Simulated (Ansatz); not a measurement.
Crystal: TiSe.

```
Se Ti
1.0
     4.17836    0.00000    0.00000
     0.00000    4.17836    0.00000
     0.00000    0.00000    5.98442
Se Ti
2 2
Cartesian
  0.0000 2.0892 4.5515
  2.0892 0.0000 1.4329
  0.0000 0.0000 0.0000
  2.0892 2.0892 0.0000
```

The cell comes from a database or a generator and needn't be the stable form of this composition.

* Program: Ansatz 0.2.0
* Task: relaxation of cell and atoms
* Functional: r2SCAN
* Potentials or basis: Ansatz PAW
* Cutoff: 500 eV (not typed: the program's choice for these potentials)
* k mesh: 7 × 7 × 5
* Occupations: fermi-dirac, width 0.05 eV
* Spin: no spin polarisation
* Hubbard terms: Ti d U = 1 eV

At the start: volume 26.12 Å³/atom.

Problem. How do energy, volume and symmetry change on relaxing?

Solution. It ends after 6 steps and the volume is 24.79 Å³/atom (-5.1 %); space group P4/nmm (No. 129, to 0.05 Å).

Step by step:
```tsv
step	energy change (eV)	largest force (eV/Å)	volume (Å³)
1	0.0000	0.0408	104.48
2	-0.0069	0.0325	101.00
3	-0.0094	0.0202	100.73
4	-0.0101	0.1186	99.14
5	-0.0117	0.0012	99.15
6	-0.0106	0.0014	99.15
```

Final structure:
```
Se Ti
1.0
     4.16055    0.00000    0.00000
     0.00000    4.16055    0.00000
     0.00000    0.00000    5.72784
Se Ti
2 2
Direct
  0.00000 0.50000 0.74840
  0.50000 0.00000 0.25160
  0.00000 0.00000 0.00000
  0.50000 0.50000 0.00000
```

Caveat: the plane-wave basis is chosen anew once the cell has moved, so the energies of steps on either side of that aren't comparable; U without spin polarisation on a metal has little footing; the PAW data sets come from PBE, with cores solved anew for the run's functional, which leaves a small shift of forces and pressure.
